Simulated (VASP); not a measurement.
# GaN (P6_3mc) in VASP: a series of runs, part 2 of 2

VASP 6.6.1.

## Step 10: Equation of state, PBE, 10.86 Å³/atom (volume scaled by 0.96)

Contents of INCAR:

```
SYSTEM = GaN
  ALGO = Normal
  EDIFF = 1E-7
  ENCUT = 520
  GGA = PE
  ISIF = 2
  ISMEAR = -1
  LASPH = .True.
  LCHARG = .False.
  LREAL = .False.
  LWAVE = .False.
  NBANDS = 26
  NELM = 80
  PREC = Accurate
  SIGMA = 0.05
```

Contents of KPOINTS:

```
k-points
0
Gamma
  10 10 5
  0 0 0
```

Contents of POSCAR:

```
GaN
1.0
    3.1370217585      0.0000000000      0.0000000000
   -1.5685108793      2.7167405351      0.0000000000
    0.0000000000      0.0000000000      5.0961806304
Ga N
2 2
Direct
    0.6666666667      0.3333333333      0.5000000000
    0.3333333333      0.6666666667      0.0000000000
    0.6666666667      0.3333333333      0.8750000000
    0.3333333333      0.6666666667      0.3750000000
```

The run is started by

```bash
$ cat potpaw_PBE.64/Ga_d/POTCAR potpaw_PBE.64/N/POTCAR > POTCAR
$ mpirun -np 1 vasp_std > vasp.out
```

It took 37 s on 1 thread of Intel Xeon Platinum 8488C (Sapphire Rapids), shared host; peak memory 0.17 GiB.

It converged, with:

```yaml
Free_energy: -24.1521 eV
Pressure: 16.3 GPa
Largest_force: 0.146 eV/Å
Band_gap_on_the_k_mesh: 2.25 eV, direct
```

## Step 11: Equation of state, PBE, 11.08 Å³/atom (volume scaled by 0.98)

Contents of INCAR:

```
PREC     = Accurate       # precision mode
ENCUT    = 520            # plane-wave cutoff, eV
EDIFF    = 1E-7           # SCF threshold, eV
ISMEAR   = -1             # smearing method
SIGMA    = 0.05           # smearing width, eV
LREAL    = F              # projectors in reciprocal space
LASPH    = T              # aspherical terms in the spheres
NELM     = 100            # most SCF steps
ALGO     = Normal         # electronic algorithm
ISIF     = 2              # what is computed and relaxed
LWAVE    = F              # write WAVECAR
LCHARG   = F              # write CHGCAR
GGA      = PE             # functional
NBANDS   = 26             # bands
```

Contents of KPOINTS:

```
Automatic mesh
0
Gamma
  10 10 5
```

Contents of POSCAR:

```
GaN
1.0
    3.1586570750      0.0000000000      0.0000000000
   -1.5793285375      2.7354772688      0.0000000000
    0.0000000000      0.0000000000      5.1313278144
Ga N
2 2
Direct
    0.6666666667      0.3333333333      0.5000000000
    0.3333333333      0.6666666667      0.0000000000
    0.6666666667      0.3333333333      0.8750000000
    0.3333333333      0.6666666667      0.3750000000
```

The run is started by

```bash
$ cat potpaw_PBE.64/Ga_d/POTCAR potpaw_PBE.64/N/POTCAR > POTCAR
$ mpirun -np 1 vasp_std > vasp.out
```

Run time: 31 s. Hardware: 1 thread of Intel Xeon Platinum 8488C (Sapphire Rapids), shared host; peak memory 0.18 GiB.

The run converged. Its results:

| Quantity | Value |
| --- | --- |
| Free energy | -24.2313 eV |
| Pressure | 11.6 GPa |
| Largest force | 0.140 eV/Å |
| Band gap on the k mesh | 2.11 eV, direct |

## Step 12: Equation of state, PBE, 11.54 Å³/atom (volume scaled by 1.02)

Contents of INCAR:

```
SYSTEM = GaN
  PREC = Accurate
  ENCUT = 520
  EDIFF = 1E-7
  ISMEAR = -1
  SIGMA = 0.05
  LREAL = .FALSE.
  LASPH = .TRUE.
  NELM = 60
  ALGO = Normal
  ISIF = 2
  LWAVE = .FALSE.
  LCHARG = .FALSE.
  GGA = PE
  NBANDS = 26
```

Contents of KPOINTS:

```
Automatic mesh
0
G
  10 10 5
  0 0 0
```

Contents of POSCAR:

```
GaN
1.0
    3.2010602164      0.0000000000      0.0000000000
   -1.6005301082      2.7721994664      0.0000000000
    0.0000000000      0.0000000000      5.2002129176
Ga N
2 2
Direct
    0.6666666667      0.3333333333      0.5000000000
    0.3333333333      0.6666666667      0.0000000000
    0.6666666667      0.3333333333      0.8750000000
    0.3333333333      0.6666666667      0.3750000000
```

Potentials or basis: VASP PAW PBE potentials, release 64 (Ga_d, N).

The run is started by

```bash
$ cat potpaw_PBE.64/Ga_d/POTCAR potpaw_PBE.64/N/POTCAR > POTCAR
$ mpirun -np 1 vasp_std > vasp.out
```

It took 38 s on 1 thread of Intel Xeon Platinum 8488C (Sapphire Rapids), shared host; peak memory 0.18 GiB.

The run converged. Its results:

| Property | Result |
| --- | --- |
| Free energy | -24.3159 eV |
| Pressure | 3.5 GPa |
| Largest force | 0.129 eV/Å |
| Band gap on the k mesh | 1.84 eV, direct |

## Step 13: Equation of state, PBE, 11.76 Å³/atom (volume scaled by 1.04)

Contents of INCAR:

```
SYSTEM = GaN
PREC     = Accurate       ! precision mode
ENCUT    = 520            ! plane-wave cutoff, eV
EDIFF    = 1E-7           ! SCF threshold, eV
ISMEAR   = -1             ! smearing method
SIGMA    = 0.05           ! smearing width, eV
LREAL    = .FALSE.        ! projectors in reciprocal space
LASPH    = .TRUE.         ! aspherical terms in the spheres
NELM     = 100            ! most SCF steps
ALGO     = Normal         ! electronic algorithm
ISIF     = 2              ! what is computed and relaxed
LWAVE    = .FALSE.        ! write WAVECAR
LCHARG   = .FALSE.        ! write CHGCAR
GGA      = PE             ! functional
NBANDS   = 26             ! bands
```

Contents of KPOINTS:

```
regular mesh
0
G
  10 10 5
  0 0 0
```

Contents of POSCAR:

```
GaN
1.0
    3.2218469041      0.0000000000      0.0000000000
   -1.6109234521      2.7902012661      0.0000000000
    0.0000000000      0.0000000000      5.2339814801
Ga N
2 2
Direct
    0.6666666667      0.3333333333      0.5000000000
    0.3333333333      0.6666666667      0.0000000000
    0.6666666667      0.3333333333      0.8750000000
    0.3333333333      0.6666666667      0.3750000000
```

The run is started by

```bash
$ cat potpaw_PBE.64/Ga_d/POTCAR potpaw_PBE.64/N/POTCAR > POTCAR
$ mpirun -np 1 vasp_std > vasp.out
```

It took 36 s on 1 thread of Intel Xeon Platinum 8488C (Sapphire Rapids), shared host; peak memory 0.18 GiB.

It converged, with:

```
Free energy            : -24.3261 eV
Pressure               : 0.1 GPa
Largest force          : 0.124 eV/Å
Band gap on the k mesh : 1.71 eV, direct
```

## Step 14: Equation of state, PBE, 11.99 Å³/atom (volume scaled by 1.06)

Contents of INCAR:

```
SYSTEM = GaN
ALGO = Normal
EDIFF = 1E-7
ENCUT = 520
GGA = PE
ISIF = 2
ISMEAR = -1
LASPH = .TRUE.
LCHARG = .FALSE.
LREAL = .FALSE.
LWAVE = .FALSE.
NBANDS = 26
NELM = 100
PREC = Accurate
SIGMA = 0.05
```

Contents of KPOINTS:

```
k-points
0
G
  10 10 5
  0 0 0
```

Contents of POSCAR:

```
GaN
1.0
    3.2423687753      0.0000000000      0.0000000000
   -1.6211843877      2.8079737278      0.0000000000
    0.0000000000      0.0000000000      5.2673198406
Ga N
2 2
Direct
    0.6666666667      0.3333333333      0.5000000000
    0.3333333333      0.6666666667      0.0000000000
    0.6666666667      0.3333333333      0.8750000000
    0.3333333333      0.6666666667      0.3750000000
```

The run is started by

```bash
$ cat potpaw_PBE.64/Ga_d/POTCAR potpaw_PBE.64/N/POTCAR > POTCAR
$ mpirun -np 1 vasp_std > vasp.out
```

Wall time 58 s (1 thread of Intel Xeon Platinum 8488C (Sapphire Rapids), shared host); peak memory 0.18 GiB.

It converged, with:

```
Free energy            : -24.3179 eV
Pressure               : -3.1 GPa
Largest force          : 0.119 eV/Å
Band gap on the k mesh : 1.58 eV, direct
```

## Step 15: Equation of state, PBE

Potentials or basis: VASP PAW PBE potentials, release 64 (Ga_d, N).

This step only gathers the single runs of the series.

Results:

```
Equilibrium volume                        : 11.77 Å³/atom
Bulk modulus at fixed shape and positions : 170 GPa
Pressure derivative of the bulk modulus   : 4.4
```

Energy against volume, from the lowest point:
```
volume (Å³/atom)  energy (meV/atom)
          10.632              70.33
          10.858              43.49
          11.084              23.71
          11.310              10.28
          11.537               2.56
          11.763               0.00
          11.989               2.07
```

Caveat: the cell was scaled at fixed shape and fractional positions, which overstates the stiffness of a crystal with free parameters, most of all of layers and chains.
